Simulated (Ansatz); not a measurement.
## Gd (fcc)

Level of theory: DFT, r²SCAN, scalar-relativistic, collinear spin; plane waves to 500 eV with PAW datasets (Ansatz 0.2.0), 14×14×14 k-mesh, Gaussian smearing of 0.05 eV; PAW files: Ansatz's generated set soft_2.

```cif
data_structure
_symmetry_space_group_name_H-M 'P 1'
_symmetry_Int_Tables_number 1
_cell_length_a 3.6555
_cell_length_b 3.6555
_cell_length_c 3.6555
_cell_angle_alpha 60.000
_cell_angle_beta 60.000
_cell_angle_gamma 60.000
_cell_volume 34.54
loop_
_atom_site_label
_atom_site_type_symbol
_atom_site_fract_x
_atom_site_fract_y
_atom_site_fract_z
_atom_site_occupancy
Gd1 Gd 0.00000 0.00000 0.00000 1
```

At room temperature and ambient pressure Gd is hcp.

The geometry is fixed. Moments are started on Gd in several ways. q is the propagation vector of an order in a doubled cell, in units of this cell's reciprocal vectors; doubled cells take an equivalent mesh or are counted from a ferromagnetic run in the same cell, unless said otherwise. Energies count from the first row, the state in which the cell was relaxed.

(1) Rank the starts by the energy at which they end, lowest first (meV/atom from the last run of the relaxation).
A. antiparallel, q = (0, 0, 1/2)
B. ferromagnetic
C. no spin polarisation
D. antiparallel, q = (0, 1/2, 1/2)

Answer:

(1) B (0.0), A (61.8), D (75.9), C (7978.7).

| start | largest typed moment (μB) | ΔE (meV/atom) | gap on the mesh (eV) | P (GPa) | final spin moments (μB) |
| --- | --- | --- | --- | --- | --- |
| ferromagnetic | 8.45* | 0.0 | metal | 0.0 | Gd 7.68 |
| no spin polarisation | 0.00 | 7978.7 | metal | 1.1 | none |
| antiparallel, q = (0, 0, 1/2) | 7.00 | 61.8 | metal | -1.6 | Gd 7.50, -7.50 |
| antiparallel, q = (0, 1/2, 1/2) | 7.00 | 75.9 | metal | -1.6 | Gd 7.41, -7.41 |

A star marks runs that didn't start from the typed moments alone: the program put its own moment for the open shell in their place.

The row without spin polarisation prices the pairing of the open shell's electrons, not a magnetic ordering energy.

Only orders that fit these small cells were tried, so the real crystal's order may be another.

Without a U the 4f levels of Gd lie too near the Fermi level, so their share of the states there, and what hangs on it, is overstated. Scalar-relativistic only: spin–orbit splittings of the heavy atoms' levels are missing. The run wasn't fully tested for a lower electronic state. Site moments are of spin, integrated over atomic spheres.
